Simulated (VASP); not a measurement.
# Ag (Im-3m) in VASP: a series of runs, part 2 of 2

VASP 6.6.1. The steps go on from the part before.

## 5. Single point, r2SCAN

The input, INCAR:

```
SYSTEM = Ag
PREC     = Accurate       ! precision mode
ENCUT    = 900            ! plane-wave cutoff, eV
EDIFF    = 1E-8           ! SCF threshold, eV
ISMEAR   = 1              ! smearing method
SIGMA    = 0.1            ! smearing width, eV
LREAL    = .False.        ! projectors in reciprocal space
LASPH    = .True.         ! aspherical terms in the spheres
NELM     = 100            ! most SCF steps
ALGO     = Normal         ! electronic algorithm
ISIF     = 2              ! what is computed and relaxed
LWAVE    = .False.        ! write WAVECAR
LCHARG   = .False.        ! write CHGCAR
METAGGA  = R2SCAN         ! meta-GGA
LMIXTAU  = .True.       
ADDGRID  = .False.
```

The input, KPOINTS:

```
regular mesh
0
Gamma
  17 17 17
  0 0 0
```

The input, POSCAR:

```
Ag
1.0
   -1.6556540000      1.6556540000      1.6556540000
    1.6556540000     -1.6556540000      1.6556540000
    1.6556540000      1.6556540000     -1.6556540000
Ag
1
Direct
    0.0000000000      0.0000000000      0.0000000000
```

Potentials or basis: VASP PAW PBE potentials, release 64 (Ag).

Launch:

```
cat potpaw_PBE.64/Ag/POTCAR > POTCAR
mpirun -np 1 vasp_std > vasp.out
```

OUTCAR:

```text
SYSTEM = Ag
   PREC = Accurate
   ENCUT = 900
   EDIFF = 1E-8
   ISMEAR = 1
   LREAL = .False.
   LASPH = .True.
   NELM = 100
   ISIF = 2
   METAGGA = R2SCAN

 ion  position               nearest neighbor table
   1  0.000  0.000  0.000-

  LATTYP: Found a body centered cubic cell.
 ALAT       =     3.3113080000

  Lattice vectors:

 A1 = (  -1.6556540000,   1.6556540000,   1.6556540000)
 A2 = (   1.6556540000,  -1.6556540000,   1.6556540000)
 A3 = (   1.6556540000,   1.6556540000,  -1.6556540000)

Analysis of symmetry for initial positions (statically):
=====================================================================
 Subroutine PRICEL returns:
 Original cell was already a primitive cell.

 Routine SETGRP: Setting up the symmetry group for a
 body centered cubic supercell.

 Subroutine GETGRP returns: Found 48 space group operations
 (whereof 48 operations were pure point group operations)
 out of a pool of 48 trial point group operations.

The static configuration has the point symmetry O_h .

Analysis of symmetry for dynamics (positions and initial velocities):
=====================================================================
 Subroutine PRICEL returns:
 Original cell was already a primitive cell.

 Routine SETGRP: Setting up the symmetry group for a
 body centered cubic supercell.

 Subroutine GETGRP returns: Found 48 space group operations
 (whereof 48 operations were pure point group operations)
 out of a pool of 48 trial point group operations.

The dynamic configuration has the point symmetry O_h .

 Subroutine INISYM returns: Found 48 space group operations
 (whereof 48 operations are pure point group operations),
 and found     1 'primitive' translations

----------------------------------------------------------------------------------------

                                     Primitive cell

  volume of cell :      18.1538

  direct lattice vectors                    reciprocal lattice vectors
    -1.655654000  1.655654000  1.655654000     0.000000000  0.301995465  0.301995465
     1.655654000 -1.655654000  1.655654000     0.301995465  0.000000000  0.301995465
     1.655654000  1.655654000 -1.655654000     0.301995465  0.301995465  0.000000000

  length of vectors
     2.867676848  2.867676848  2.867676848     0.427086083  0.427086083  0.427086083

  position of ions in fractional coordinates (direct lattice)
     0.000000000  0.000000000  0.000000000

  ion indices of the primitive-cell ions
   primitive index   ion index
                 1           1

----------------------------------------------------------------------------------------

 KPOINTS: regular mesh

Automatic generation of k-mesh.
 Grid dimensions read from file:
 generate k-points for:   17   17   17

 Generating k-lattice:

  Cartesian coordinates                     Fractional coordinates (reciprocal lattice)
     0.000000000  0.017764439  0.017764439     0.058823529  0.000000000  0.000000000
     0.017764439  0.000000000  0.017764439     0.000000000  0.058823529  0.000000000
     0.017764439  0.017764439  0.000000000     0.000000000  0.000000000  0.058823529

  Length of vectors
     0.025122711  0.025122711  0.025122711

  Shift w.r.t. Gamma in fractional coordinates (k-lattice)
     0.000000000  0.000000000  0.000000000

 Subroutine IBZKPT returns following result:
 ===========================================

 Found    165 irreducible k-points:

 Following reciprocal coordinates:
            Coordinates               Weight
  0.000000  0.000000  0.000000      1.000000
  0.058824  0.000000  0.000000     12.000000
  0.117647  0.000000  0.000000     12.000000
  0.176471  0.000000  0.000000     12.000000
  0.235294  0.000000  0.000000     12.000000
  0.294118  0.000000  0.000000     12.000000
[... 16 lines left out ...]
  0.411765  0.117647  0.000000     48.000000
  0.176471  0.176471  0.000000     24.000000
 [... further k-points ...]
   k-points           NKPTS =    165   k-points in BZ     NKDIM =    165   number of bands    NBANDS=      9
   number of dos      NEDOS =    301   number of ions     NIONS =      1
   total plane-waves  NPLWV =  21952
   dimension x,y,z NGX =    28 NGY =   28 NGZ =   28
   dimension x,y,z NGXF=    56 NGYF=   56 NGZF=   56
   ions per type =               1
   NGX,Y,Z   is equivalent  to a cutoff of  16.23, 16.23, 16.23 a.u.
   NGXF,Y,Z  is equivalent  to a cutoff of  32.46, 32.46, 32.46 a.u.
 SYSTEM =  Ag
   PREC   = accura    normal or accurate (medium, high low for compatibility)
   ISTART =      0    job   : 0-new  1-cont  2-samecut
   ICHARG =      2    charge: 1-file 2-atom 10-const
   ISPIN  =      1    spin polarized calculation?
   LNONCOLLINEAR =      F non collinear calculations
   LSORBIT =      F    spin-orbit coupling
   LASPH  =      T    aspherical Exc in radial PAW
   ENCUT  =  900.0 eV  66.15 Ry    8.13 a.u.   7.01  7.01  7.01*2*pi/ulx,y,z
   NELM   =    100;   NELMIN=  2; NELMDL= -5     # of ELM steps
   EDIFF  = 0.1E-07   stopping-criterion for ELM
   LREAL  =      F    real-space projection
   EDIFFG = 0.1E-06   stopping-criterion for IOM
   NSW    =      0    number of steps for IOM
   IBRION =     -1    ionic relax: 0-MD 1-quasi-New 2-CG
   NFREE  =      0    steps in history (QN), initial steepest desc. (CG)
   ISIF   =      2    stress and relaxation
   ISYM   =      2    0-nonsym 1-usesym 2-fastsym
   POTIM  = 0.5000    time-step for ionic-motion
   TEBEG  =    0.0;   TEEND  =   0.0 temperature during run
   PSTRESS=    0.0 pullay stress
   NELECT =      11.0000    total number of electrons
   NUPDOWN=      -1.0000    fix difference up-down
   EMIN   =  10.00;   EMAX   =-10.00  energy-range for DOS
   EFERMI =   0.00;   METHOD = LEGACY
   ISMEAR =     1;   SIGMA  =   0.10  broadening in eV -4-tet -1-fermi 0-gaus
   EFERMI_NEDOS =   21; number of points for ismear=-14 and -15
   IALGO  =     38    algorithm
   IMIX   =      4    mixing-type and parameters
     AMIX     =   0.40;   BMIX     =  1.00
     AMIX_MAG =   1.60;   BMIX_MAG =  1.00
  volume/ion in A,a.u.               =      18.15       122.51
  Fermi-wavevector in a.u.,A,eV,Ry     =   1.385318  2.617871 26.111022  1.919106
  Thomas-Fermi vector in A             =   2.509739
   LORBIT       =      0    0 simple, 1 ext, 2 COOP (PROOUT), +10 PAW based schemes
   METAGGA = R2SCAN    functional components
   LHFCALC =     F    Hartree Fock is set to
   AEXX    =    0.0000 exact exchange contribution
   IVDW    =     0    specifies the selected vdW correction
   LEPSILON=     F    determine dielectric tensor
   LRPA    =     F    only Hartree local field effects (RPA)
 non-spin polarized calculation
 Methfessel and Paxton  Order N= 1 SIGMA  =   0.10
  energy-cutoff  :      900.00
  volume of cell :       18.15
 maximum number of plane-waves:      1136
   NGX = 13   NGY = 13   NGZ = 13

 number of electron      10.9999999 magnetization

 Free energy of the ion-electron system (eV)
  ---------------------------------------------------
  ext. energy  EPLUGINS =         0.00000000
  ---------------------------------------------------
  free energy    TOTEN  =       -21.31902075 eV

  energy without entropy =      -21.31832784  energy(sigma->0) =      -21.31878978

 E-fermi :   7.6221     XC(G=0): -12.5340

 val. band max:        7.5918512958   @ k =  -0.3529   0.4706   0.0588
 cond. band min:       7.6355210698   @ k =  -0.3529   0.4118   0.1765
 fundamental gap:      0.0436697740
 Fermi energy:         7.6221093627

 k-point     1 :       0.0000    0.0000    0.0000
  band No.  band energies     occupation
      1       0.1155      2.00000
      2       2.5657      2.00000
      3       2.5657      2.00000
      4       2.5657      2.00000
      5       3.7877      2.00000
      6       3.7877      2.00000
      7      26.0619      0.00000
      8      26.0619      0.00000
      9      26.0619      0.00000
[... 265 lines left out ...]
 k-point    24 :       0.1765    0.1765    0.0000
  band No.  band energies     occupation
      1       1.8008      2.00000
      2       2.3196      2.00000
      3       2.6370      2.00000
      4       3.5236      2.00000
      5       3.8960      2.00000
      6       4.8106      2.00000
      7      19.2748      0.00000
      8      19.6346      0.00000
      9      23.7025      0.00000

 [... further k-points ...]

------------------------ aborting loop because EDIFF is reached ----------------------------------------

  FORCE on cell =-STRESS in cart. coord.  units (eV):
  Direction    XX          YY          ZZ          XY          YZ          ZX
  --------------------------------------------------------------------------------------
  -------------------------------------------------------------------------------------
  Total       -0.4027573     -0.4027573     -0.4027573      0.0000000     -0.0000000     -0.0000000
  in kB      -35.5455535    -35.5455535    -35.5455535      0.0000000     -0.0000000     -0.0000000
  external PRESSURE =     -35.5455535 kB  Pullay stress =       0.0000000 kB

 VOLUME and BASIS-vectors are now :
 -----------------------------------------------------------------------------
  energy-cutoff  :      900.00
  volume of cell :       18.15
      direct lattice vectors                 reciprocal lattice vectors
    -1.655654000  1.655654000  1.655654000     0.000000000  0.301995465  0.301995465
     1.655654000 -1.655654000  1.655654000     0.301995465  0.000000000  0.301995465
     1.655654000  1.655654000 -1.655654000     0.301995465  0.301995465  0.000000000

 POSITION                                       TOTAL-FORCE (eV/Angst)
 -----------------------------------------------------------------------------------
      0.00000      0.00000      0.00000         0.000000      0.000000      0.000000
 -----------------------------------------------------------------------------------
    total drift:                               -0.000000     -0.000000     -0.000000

  FREE ENERGIE OF THE ION-ELECTRON SYSTEM (eV)
  ---------------------------------------------------
  free  energy   TOTEN  =       -21.3190207494 eV

  energy  without entropy=      -21.3183278380  energy(sigma->0) =      -21.31878978
```

Run time: 1.9 min. Hardware: 1 thread of Intel Xeon 6975P-C (Granite Rapids), shared host; peak memory 0.22 GiB.

What came out:

* Free energy: -21.3190 eV
* Pressure: -3.6 GPa
* Band gap on the k mesh: none (metal or under the smearing width)

Levels at points of the mesh, in eV from the Fermi level:
```csv
k point,band 2,band 3,band 4,band 5,band 6,band 7,band 8,band 9
"(0.00, 0.00, 0.00)",-5.06,-5.06,-5.06,-3.83,-3.83,18.44,18.44,18.44
```

Caveat: the PAW data sets were made with another functional, which shifts forces and pressure a little.

## 6. For comparison

An earlier run on the cell as given: functional PBE; potentials or basis VASP PAW PBE potentials, release 64 (Ag); cutoff 520 eV; k mesh 11 × 11 × 11; occupations fermi-dirac, width 0.05 eV; no spin polarisation.

* Pressure: -0.9 GPa
* Band gap on the k mesh: none (metal or under the smearing width)

## 7. Summary

| task | level | cell | k mesh | cutoff (eV) | smearing | optimiser | gap on the mesh (eV) | pressure (GPa) | relaxed volume (Å³/atom) |
| --- | --- | --- | --- | --- | --- | --- | --- | --- | --- |
| relaxation of cell and atoms | SCAN | relaxed | 11 × 11 × 11 | 600 | methfessel-paxton 0.1 eV | - | none | 0.0 | 17.14 |
| relaxation of cell and atoms | r2SCAN+D4 | relaxed | 11 × 11 × 11 | 600 | methfessel-paxton 0.1 eV | - | none | 0.0 | 17.20 |
| relaxation of the atoms | r2SCAN | atoms relaxed from: cell strained at random at fixed volume | 11 × 11 × 11 | 520 | methfessel-paxton 0.1 eV | BFGS | none | -3.4 | - |
| single point | r2SCAN | as given | 17 × 17 × 17 | 900 | methfessel-paxton 0.1 eV | - | none | -3.6 | - |
| single point | PBE | as given | 11 × 11 × 11 | 520 | fermi-dirac 0.05 eV | - | none | -0.9 | - |

Alike in all rows: potentials or basis VASP PAW PBE potentials, release 64 (Ag); no spin polarisation.

Caveats: the PAW data sets were made with another functional, which shifts forces and pressure a little (some runs); pairwise dispersion overbinds metals, which lowers pressure and volume (some runs); the relaxation stopped at its first step, so nothing moved (some runs).

Total energies depend on the potentials used, so only differences within one code and one set of settings carry meaning.
